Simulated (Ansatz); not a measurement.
GeSe: a prediction, then the measurements

Computed with Ansatz, DFT PBE, scalar-relativistic, plane waves, PAW.

Plane waves to 420 eV, a k mesh through Γ of 4×8×6 on the computed 8-atom cell and Gaussian smearing (0.02 eV); no spin polarisation.

Relaxed structure:

Space group Pnma (No. 62). a = 11.167 Å, b = 3.876 Å, c = 4.540 Å, α = 90.00°, β = 90.00°, γ = 90.00°
```csv
atom,site,symmetry,x,y,z
Ge,4c,.m.,0.8741,0.7500,0.6227
Se,4c,.m.,0.6476,0.7500,0.5018
```

| Quantity | Value |
| --- | --- |
| Space group | Pnma (No. 62) |
| Volume per atom | 24.56 Å³ |
| Formation energy from the elements' standard states (uncorrected) | -0.228 eV/atom |
| Kohn–Sham band gap | 0.89 eV |
| Orbital (Löwdin) character of the top 1 eV of the valence band | Se 4p 61 %, Ge 4p 20 %, Ge 4s 17 % |
| Orbital (Löwdin) character of the lowest 1 eV of the conduction band | Ge 4p 62 %, Se 4p 20 %, Se 4s 7 % |
| Bader charge by site (e) | Ge (4 in the cell) 0.65, Se (4 in the cell) -0.65 |

The cell holds layers, chains or molecules and no dispersion correction was added, so their binding is poorly described.

**Against measurements.**

Measured band gap of GeSe: 1.075 eV (indirect; 300 K; a printed reference work (data compilation)). This calculation gives 0.89 eV (-0.19 eV). Kohn–Sham gaps of semilocal functionals fall short of measured ones as a rule.

It was relaxed from a cell as deposited in COD. Löwdin shares on free-atom orbitals overweight diffuse shells in the empty bands.
